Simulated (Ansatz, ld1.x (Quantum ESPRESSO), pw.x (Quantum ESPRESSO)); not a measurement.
From atom to crystal: TM potential for lanthanum

| Item | Value |
| --- | --- |
| Element | lanthanum |
| Generator | ld1.x (Quantum ESPRESSO) 7.5 |
| Type | norm-conserving Troullier–Martins (Kleinman–Bylander form) |
| Functional | PBE |
| Relativity | scalar-relativistic |
| Frozen core | [Xe] |
| Valence charge | 3 |
| Reference configuration | 4f0 5d1.5 6s1.5 6p0 |
| Partial waves | 6s (bound): rc 3.80 bohr; 6p (bound, empty): rc 3.65 bohr; 5d (bound): rc 2.60 bohr; 4f (bound, empty): rc 1.65 bohr |
| Local potential | all-electron potential smoothed inside 3.50 bohr (lloc = -1) |
| Core correction | a·sin(br)/r model core inside 1.35 bohr |

Atomic tests: cutoffs needed: 10 Ry and 15 Ry (the cutoffs (Ry, on a coarse ladder) from which the occupation-weighted sum of valence levels, in a spherical-Bessel basis at the reference potential, stays within 10 and 1 mRy of its value at 400 Ry) The cutoffs count occupied waves only; the empty 4f level needs 110 Ry at the loose tolerance.; ghost test: ghost state, extra bound levels that the all-electron valence spectrum of the same l lacks: s at -3.4 eV; a true bound ghost makes a file unfit for plane-wave use (spherical-Bessel basis up to 400 Ry, 20 bohr box); configuration tests: 4 of 7 tests not solved or not reliable.

Crystal test: sc La in pw.x 7.5, no spin, 10³ k-points, Fermi–Dirac smearing 0.01 Ry, cutoffs 50/200 Ry. The reference is all-electron LAPW (Ansatz 0.2.0) with the same functional, mesh and smearing; V0 and B0 come from Birch–Murnaghan fits to the pressures at five volumes. Errors are pseudo minus all-electron; Δ is the rms difference of the E(V) curves that follow from these fits, minima aligned, over ±6 % about the mean V0. Mesh and smearing are coarse, so the numbers serve the comparison and aren't converged zero-temperature values; the lattice is a test structure that the element need not adopt.

All-electron: a0 = 3.331 Å (V0 = 36.94 Å³/atom), B0 = 22.3 GPa.

Problem. How far does the potential miss the all-electron equation of state?

Solution. mean pressure error (GPa): -0.51; a0 (Å): 3.298; a0 error (%): -0.99; B0 error (%): -25.3; Δ (meV/atom): 5.0. The largest radius (3.80 bohr) exceeds half the bond length (3.15 bohr), so the spheres overlap, which is one possible source of error among others. This is a poor potential for the solid. The free energy does not fall steadily as the cutoff rises, most likely since the density grid, which shrinks with it, is too coarse for the model core; the lower cutoffs are not converged. Note: ghost state, extra bound levels that the all-electron valence spectrum of the same l lacks: s at -3.4 eV. A true bound ghost makes a file unfit for plane-wave use. Atomic configuration tests: 4 of 7 tests not solved or not reliable.

```
V (Å³/atom)  P all-electron (GPa)  P pseudo (GPa)
     35.159                  1.20            0.33
     36.084                  0.55           -0.10
     37.009                 -0.04           -0.52
     37.934                 -0.56           -0.89
     38.859                 -1.03           -1.25
```

Problem. At the middle volume, how do free energy and pressure move when the wave cutoff is lowered (ecutrho kept at four times it)?

Solution.

```csv
cutoff (Ry),shift of F (meV/atom),shift of P (GPa)
22,+12.7,+0.32
30,+14.2,+0.28
40,+9.2,+0.27
```

The run at the middle volume (56 k-points, 7 iterations) took about 7.5 s on one core of a shared host (Neoverse-V1, 32 threads, 247 GiB, load 10).
